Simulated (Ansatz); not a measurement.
# CdSe (F-43m) in Ansatz: notebook

One crystal, CdSe, is run at these levels: PBEsol, PBE, SVWN5; tasks: single point, relaxation of the atoms.

Everything below comes from runs of Ansatz 0.2.0. Logs are shortened: lines on timing, memory, paths and dates and some standing lists are left out, and cuts for length are marked.

### Step 1. The undisturbed crystal

The structure is cubic, space group F-43m (No. 216). The conventional cell has a = 6.141 Å, b = 6.141 Å, c = 6.141 Å, α = 90.00°, β = 90.00°, γ = 90.00°. Cd (site symmetry -43m) is surrounded by 4 Se at 2.66 Å. Around Se (site symmetry -43m) lie 4 Cd at 2.66 Å.

Measurements of this composition are mostly on another form, of space group No. 186.

### Step 2. Single point, PBEsol, collinear spin, program default start, total moment locked (atoms moved at random, drawn with an rms of 0.05 Å)

File input.yaml:

```yaml
crystal:
  lattice:
    - [0.0, 3.0702711986, 3.0702711986]
    - [3.0702711986, 0.0, 3.0702711986]
    - [3.0702711986, 3.0702711986, 0.0]
  atoms:
    - { symbol: Cd, position: [-0.006269, 0.000106, 0.013629] }
    - { symbol: Se, position: [0.250793, 0.2461, 0.251907] }
kpoints:
  mp_grid: { grid: [8, 8, 8] }
scf:
  occupations: { method: fermi_dirac, width: 0.1 }
hamiltonian:
  xc: pbesol
  pseudopotentials: { kind: all_electron, datasets: crystal }
magnetization:
  spin_polarized: true
  initial_magnetization: 0.0
  spin_locking: { lock_magnetization: hard }
output:
  forces: true
  stress: true
  eigenvalues: true
```

Potentials or basis: all-electron PAW datasets made for the crystal.

The run is started by

```console
$ ansatz run input.yaml --threads 1 --pin off --max-ram 2560MiB --backend cpu --events-out ev --progress --plain --runs-dir out
```

What it wrote:

```text
Warning: RAYON_NUM_THREADS=1 ignored (pool sized by the plan → 1); use --threads N
hamiltonian.pseudopotentials.datasets: crystal makes datasets for this crystal and solves the spheres of its atoms anew in each pass: cutoff 340.0 eV, the density's 1360.0 eV; for an error of 0.50 meV an atom under PBE, 1.0 meV for the cell; an energy difference from a run of another recipe may be off by several times the error for the cell, under r2SCAN by more, where some 0.1 meV an atom stays at smaller errors; Se in spheres of 1.291 Å, 16 of its electrons in bands; Cd in spheres of 1.334 Å, 20 of its electrons in bands
Engine: ansatz 0.2.0, x86_64-unknown-linux-gnu
Pseudopotentials: kind: all_electron
Pseudopotential: Cd, paw, valence charge 20, recommended cutoff 340 eV (normal), crystal/all_electron/pbesol/scalar/gaussian/Cd, Koelling and Harmon's equation, gaussian nucleus
Pseudopotential: Se, paw, valence charge 16, recommended cutoff 340 eV (normal), crystal/all_electron/pbesol/scalar/gaussian/Se, Koelling and Harmon's equation, gaussian nucleus
Functional definition: PBEsol
  exchange = pbesol_x
  correlation = pbesol_c
a search for the magnetic state begins, with frozen cores and fixed partial waves. It gives no result and prints no iterations
the search for the magnetic state of this step took 8 SCF iterations with frozen cores. It stayed in its first state, in which the spheres begin
Crystal: 2 atoms, lattice volume = 57.884 Å³
Basis set: ecut = 340 eV, 869 PW (Γ), exchange–correlation on 54×54×54 points (8 copies of the dense FFT grid, shifted against one another)
Bands: 22, of which v1, the nominal top of the filled ones, is band 18 counted from 1 (17 counted from 0)
Symmetry: 1 space group operations
Space group: P1 (ITA 1), of the structure as read, at distance tolerance 3.9e-5 Å
k-points: 260 of 512 (time reversal used)
Non-local potential: Cd, projectors of the file, l = 0: 2, l = 1: 2, l = 2: 2
Non-local potential: Se, projectors of the file, l = 0: 1, l = 1: 1, l = 2: 3
PAW form: soft (Blöchl's): semilocal exchange-correlation on the pseudo side does not see the compensation charge
PAW one-centre angular grid: Cd, 590 points (default); XC on its mesh's 1859 points in the sphere
PAW one-centre angular grid: Se, 590 points (default); XC on its mesh's 1883 points in the sphere
Initial density: read from a saved state, or passed on in memory by an earlier SCF of this step, an earlier step, the calling program or the single point that the run made first
Initial wavefunctions: pseudopotential atomic-orbital guess
Functional: x = pbesol(κ = 0.804, μ = 0.12345679012345678), c = pbesol(β = 0.046)
iter 1 solved again at ethr=7.05e-6 eV; its pass at ethr=1.00e-1 eV (dr2=2.54e-3 eV) is discarded
SCF iter   1: F=—  HF=-218247.001390 eV  |F-HF|=—  |Δ(HF+E_count)|=         —  Δρ=2.46e-3 (↑2.46e-3 ↓2.46e-3)  dr2=1.49e-3  dr2_m=0.00e0  M=0.000 μB ∫|m|=0.000 μB  β_m=0.30  ethr=7.05e-6  ⟨swp⟩=5.8  Hψ=38125  notcnv=0
preconditioner: auto → none  [insulator: Δε(μ)=0.434 eV  Ē_g=11.934 eV  σ=0.100 eV  W_gap=0.68  n_scr=14 (ndim 8)  ℏωp=20.7 eV  f_vac=0.206  D(μ)=0.02/eV (n_scr^D=0)  ε∞_Penn≈4.0]
SCF iter   2: F=—  HF=-218247.001060 eV  |F-HF|=—  |Δ(HF+E_count)|=   3.30e-4  Δρ=1.74e-3 (↑1.74e-3 ↓1.74e-3)  dr2=7.30e-4  dr2_m=0.00e0  M=0.000 μB ∫|m|=0.000 μB  β_m=0.65  ethr=4.13e-6  ⟨swp⟩=3.0  Hψ=12559  notcnv=0  defer=2
SCF iter   3: F=—  HF=-218247.003476 eV  |F-HF|=—  |Δ(HF+E_count)|=   2.42e-3  Δρ=6.57e-4 (↑6.57e-4 ↓6.57e-4)  dr2=1.47e-3  dr2_m=0.00e0  M=0.000 μB ∫|m|=0.000 μB  β_m=0.60  ethr=2.03e-6  ⟨swp⟩=3.4  Hψ=14882  notcnv=0
iter 4 solved again at ethr=1.59e-7 eV; its pass at ethr=2.03e-6 eV (dr2=5.74e-5 eV) is discarded
SCF iter   4: F=—  HF=-218247.004701 eV  |F-HF|=—  |Δ(HF+E_count)|=   1.22e-3  Δρ=1.74e-4 (↑1.74e-4 ↓1.74e-4)  dr2=5.78e-5  dr2_m=0.00e0  M=0.000 μB ∫|m|=0.000 μB  β_m=0.60  ethr=1.59e-7  ⟨swp⟩=2.0  Hψ=36169  notcnv=0  defer=2
SCF iter   5: F=—  HF=-218247.004566 eV  |F-HF|=—  |Δ(HF+E_count)|=   1.34e-4  Δρ=6.88e-5 (↑6.88e-5 ↓6.88e-5)  dr2=5.37e-6  dr2_m=0.00e0  M=0.000 μB ∫|m|=0.000 μB  β_m=0.80  ethr=1.59e-7  ⟨swp⟩=3.0  Hψ=12748  notcnv=0
SCF iter   6: F=—  HF=-218247.004537 eV  |F-HF|=—  |Δ(HF+E_count)|=   2.99e-5  Δρ=2.06e-5 (↑2.06e-5 ↓2.06e-5)  dr2=9.43e-7  dr2_m=0.00e0  M=0.000 μB ∫|m|=0.000 μB  β_m=0.73  ethr=1.49e-8  ⟨swp⟩=3.5  Hψ=12427  notcnv=0
SCF iter   7: F=—  HF=-218247.004536 eV  |F-HF|=—  |Δ(HF+E_count)|=   9.55e-7  Δρ=5.79e-6 (↑5.79e-6 ↓5.79e-6)  dr2=8.48e-8  dr2_m=0.00e0  M=0.000 μB ∫|m|=0.000 μB  β_m=0.72  ethr=2.62e-9  ⟨swp⟩=3.0  Hψ=15048  notcnv=0
SCF iter   8: F=-218247.004536 eV  HF=-218247.004536 eV  |F-HF|=2.68e-9  |Δ(HF+E_count)|=   5.89e-8  Δρ=1.13e-6 (↑1.13e-6 ↓1.13e-6)  dr2=4.79e-9  dr2_m=0.00e0  M=0.000 μB ∫|m|=0.000 μB  ethr=2.35e-10  ⟨swp⟩=3.0  Hψ=13368  notcnv=0
SCF 1 converged in 8 iterations: F = -218247.004537 eV  dr2 = 4.79e-9
  Residual-converged pass: ⟨swp⟩=2.0  Hψ=6590  notcnv=0  max |occ|·‖R‖ = 5.2e-6 eV (tolerance 5.3e-6 eV)  dr2=5.02e-9  dr2_m=0.00e0  dr2_onsite=1.57e-8  max |Δocc| = 4.9e-12
WARN: these bands are not tested for levels that they lack, and near the highest can lack one: the memory that the run is held to, or that of a device that it solves on, left no room for the test
1038 of the run's printed levels, from 9.06 eV on, may lie off, as they stand: their residual norms reach 0.081 eV (residual_norms_ev in the JSON report holds each one's)
SCF converged after 8 iterations
Stability checked in part: among states of this total moment a probe did not find this state unstable; a lower state of another moment was not looked for (fixed_total_moment; see scf.lower_state_search)
Magnetization: 0.0000 μB (18.0000 up, 18.0000 down)
Absolute magnetization: 0.0000 μB (∫|ρ↑−ρ↓|)
Spin contamination: 0.0000 ħ² per cell (⟨S²⟩ above its minimum at these occupations)
Per-site moments (μB) at R_I (Å): [(0.0, 1.0842684150238313), (0.0, 1.0842684150238313)]
Free energy (F): -218247.004537 eV
Harris-Foulkes:  -218247.004537 eV  (|F-HF|=2.68e-9)
Internal energy: -218247.003547 eV  (E = F + TS)
E sigma→0 (E₀):  -218247.004042 eV
Entropy (-TS):   -0.000990 eV (-0.495 meV/atom)
Past the cutoff: the bands carry plane waves up to 1.75 times it, of which those up to 1.5 times it add -0.000527 eV an atom, each by itself; the spheres take 0.000474 eV an atom off the energy for waves past 1.75 times it
By the cutoff:   a pressure is off by up to 0.007 GPa (1.2 times the spheres' own share and the shells' term, over an atom's volume, and 0.004 GPa: a bound that held against runs at twice the plane waves)
Past the cutoffs: a stress includes 0.0021 GPa for waves and charges beyond them, in addition to the slope of what the spheres take
In the spheres:  the bands' charges fall short by 2.9e-6 e at most (sound up to 1e-3)
Fermi energy:    7.968465 (↑ 7.968465, ↓ 7.968465) eV
--- Per-component energies (eV) ---
  E_band       = -882.556054
  E_kinetic    = 328.238027
  E_local      = -5235.762149  (includes V_loc(G=0)·N_el)
  E_nonlocal   = -1499.284769
  E_hartree    = 2525.618543
  E_xc         = -133.642464
  E_vxc        = -174.054434  (∫ρ·V_xc dr)
  E_paw        = -223070.275626  (= ΣΔE_a)
  E_vpaw       = -12318.888641  (= ΣTr[D̂ρ^β])
  E_ewald      = -4127.855402
  E_smearing   = -0.000990  (= −TS)
  E_closure    = 12965.960294  (closes the sum)
  Σ components = -218247.004537   (vs F -218247.004537, Δ=0.00e0)
  The terms above E_closure are by the made datasets' own strengths, without shells solved beside the bands.
--- Forces (eV/Å), atoms counted from 1 ---
  atom   1  Cd    -0.20395305    -0.05454047     0.02970045
  atom   2  Se     0.20397859     0.05457258    -0.02969494
  max |Σ_I F_I| component: 3.21e-5 eV/Å
--- Stress (GPa, compression-positive) ---
       -1.365393      -0.102527       0.184001
       -0.102527      -1.323371       0.681585
        0.184001       0.681585      -1.321035
  P = ⅓ Tr σ = -1.3366 GPa (-13.366 kbar)
--- Band table (eV; the first three rows and the last of 520) ---
  k-point 0 ↑: bands = ["-93.8387", "-54.9388", "-54.9382", "-54.9380", "-39.0489", "-39.0481", "-39.0417", "-39.0407", "-39.0388", "-4.8565", "-0.2323", "-0.2081", "-0.1763", "0.1450", "0.1459", "7.5806", "7.6106", "7.6398", "8.0420", "13.4563"]
  k-point 1 ↑: bands = ["-93.8387", "-54.9388", "-54.9382", "-54.9380", "-39.0489", "-39.0481", "-39.0417", "-39.0407", "-39.0388", "-4.8064", "-0.2168", "-0.1934", "-0.1321", "0.1446", "0.1459", "6.4193", "7.4627", "7.5038", "9.0614", "13.2145"]
  k-point 2 ↑: bands = ["-93.8387", "-54.9389", "-54.9382", "-54.9380", "-39.0489", "-39.0481", "-39.0416", "-39.0407", "-39.0388", "-4.6840", "-0.1828", "-0.1635", "0.0184", "0.1479", "0.1511", "5.0340", "7.2016", "7.2592", "9.7269", "13.3947"]
  k-point 259 ↓: bands = ["-93.8387", "-54.9389", "-54.9383", "-54.9381", "-39.0490", "-39.0481", "-39.0416", "-39.0407", "-39.0388", "-4.4946", "-0.1088", "-0.0947", "0.1611", "0.1687", "0.4098", "3.2776", "6.8300", "6.9351", "9.9185", "13.9087"]
```

Run time: 10 min. Hardware: 1 thread of AMD EPYC 7R13 (Zen 3), shared host; peak memory 2.3 GiB.

What came out:

* Free energy: -218247.0045 eV
* Largest force: 0.213 eV/Å
* Absolute moment: 0.00 μB per cell

Forces in eV/Å, atoms in the order of the input:
```
Cd  -0.204 -0.055  0.030
Se   0.204  0.055 -0.030
```

Caveat: the program warned that the printed levels may be off, so bands, gaps and densities of states are rough; the total moment is fixed, so each spin has its own Fermi level.

### Step 3. Single point, PBE, spin-orbit coupling, no magnetisation (cell squeezed)

File input.yaml:

```yaml
crystal:
  lattice: { a: 5.97222292, b: 5.97222292, c: 5.97222292, alpha: 90.0, beta: 90.0, gamma: 90.0 }
  space_group: 216
  setting: { hermann_mauguin: F-43m }
  reduce_to_primitive: true
  atoms:
    - { symbol: Cd, position: [0.0, 0.0, 0.0] }
    - { symbol: Se, position: [0.25, 0.25, 0.75] }
kpoints:
  mp_grid: { grid: [6, 6, 6] }
scf:
  occupations: { method: fermi_dirac, width: 0.1 }
hamiltonian:
  xc: pbe
  pseudopotentials: { kind: all_electron, lapw: { basis_error: 0.00025 } }
magnetization:
  noncollinear: true
  spin_orbit: true
output:
  forces: true
  stress: true
  eigenvalues: true
```

Potentials or basis: all-electron LAPW, relativistic spinors.

The run is started by

```console
$ ansatz run input.yaml --threads 1 --pin off --max-ram 2560MiB --backend cpu --events-out ev --progress --plain --runs-dir out
```

Wall time 64 s (1 thread of AMD EPYC 7R13 (Zen 3), shared host); peak memory 0.65 GiB.

Results (log left out):

```
Free energy            : -218404.0301 eV
Pressure               : 6.4 GPa
Band gap on the k mesh : 0.60 eV, direct
```

Levels at points of the mesh, in eV from the valence-band top:
```csv
k point,band 51,band 52,band 53,band 54,band 55,band 56,band 57,band 58
"(0.00, 0.00, 0.00)",0.00,0.00,0.00,0.00,0.60,0.60,5.53,5.53
"(0.00, 0.00, -0.50)",-1.07,-1.07,-0.83,-0.83,2.34,2.34,6.26,6.26
"(0.00, -0.50, -0.50)",-2.23,-2.23,-2.11,-2.11,2.92,2.92,3.69,3.69
```

### Step 4. Relaxation of the atoms, SVWN5, collinear spin, ferromagnetic start (atoms moved at random, drawn with an rms of 0.15 Å)

File input.yaml:

```yaml
crystal:
  lattice:
    - [0.0, 3.0702711986, 3.0702711986]
    - [3.0702711986, 0.0, 3.0702711986]
    - [3.0702711986, 3.0702711986, 0.0]
  atoms:
    - { symbol: Cd, position: [0.036131, 0.001617, -0.031896], spin: 1.0 }
    - { symbol: Se, position: [0.220662, 0.276348, 0.326853] }
kpoints:
  mp_grid: { grid: [6, 6, 6] }
scf:
  occupations: { method: fermi_dirac, width: 0.1 }
hamiltonian:
  xc: { exchange: slater, correlation: vwn5 }
  pseudopotentials: { kind: all_electron, lapw: { basis_error: 0.0005 } }
magnetization:
  spin_polarized: true
  initial_magnetization: 1.0
  spin_locking: { lock_magnetization: hard }
output:
  forces: true
  stress: true
relax:
  f_tol: 0.01
  max_steps: 60
```

Potentials or basis: all-electron LAPW, scalar-relativistic.

The run is started by

```console
$ ansatz run input.yaml --threads 1 --pin off --max-ram 2560MiB --backend cpu --events-out ev --progress --plain --runs-dir out
```

Run time: 13 min. Hardware: 1 thread of AMD EPYC 7R13 (Zen 3), shared host; peak memory 1.2 GiB.

It converged, with:

```
Free energy               : -218139.3831 eV
Energy gained by relaxing : 245.4 meV/atom
Ionic steps               : 5
Pressure after relaxing   : 1.1 GPa
Absolute moment           : 1.00 μB per cell
Site moments              : Cd +0.12; Se +0.35 μB
```

The path:
| step | energy change (eV) | largest force (eV/Å) |
| --- | --- | --- |
| 1 | 0.0000 | 3.0068 |
| 2 | -0.4241 | 0.8225 |
| 3 | -0.4908 | 0.0207 |
| 4 | -0.4908 | 0.0207 |
| 5 | -0.4909 | 0.0003 |

Final structure:
```cif
data_structure
_symmetry_space_group_name_H-M 'P 1'
_symmetry_Int_Tables_number 1
_cell_length_a 4.3420
_cell_length_b 4.3420
_cell_length_c 4.3420
_cell_angle_alpha 60.000
_cell_angle_beta 60.000
_cell_angle_gamma 60.000
_cell_volume 57.88
loop_
_atom_site_label
_atom_site_type_symbol
_atom_site_fract_x
_atom_site_fract_y
_atom_site_fract_z
_atom_site_occupancy
Cd1 Cd 0.00340 0.01399 0.02247 1
Se1 Se 0.25339 0.26398 0.27249 1
```

Caveat: the total moment is fixed, so each spin has its own Fermi level.

### Step 5. Overview

| task | level | potentials or basis | spin | fixed moment (μB) | cell | k mesh | cutoff (eV) | basis error allowed | other keys | pressure (GPa) |
| --- | --- | --- | --- | --- | --- | --- | --- | --- | --- | --- |
| single point | PBEsol | all-electron PAW datasets made for the crystal | collinear, program default start, total moment locked | 0.0 | atoms moved at random, drawn with an rms of 0.05 Å | 8 × 8 × 8 | 340 | - | - | - |
| single point | PBE | all-electron LAPW, relativistic spinors | SOC, no magnetisation | - | cell squeezed | 6 × 6 × 6 | 332 | 0.00025 eV/atom | hamiltonian.pseudopotentials.lapw.basis_error = 0.00025 | 6.4 |
| relaxation of the atoms | SVWN5 | all-electron LAPW, scalar-relativistic | collinear, ferromagnetic start | 1.0 | atoms relaxed from: atoms moved at random, drawn with an rms of 0.15 Å | 6 × 6 × 6 | - | 0.0005 eV/atom | - | 1.1 |

Alike in all rows: smearing fermi-dirac 0.1 eV.

Caveats: the total moment is fixed, so each spin has its own Fermi level (some runs); the program warned that the printed levels may be off, so bands, gaps and densities of states are rough (some runs).

Compare energies only between runs with the same functional and basis.
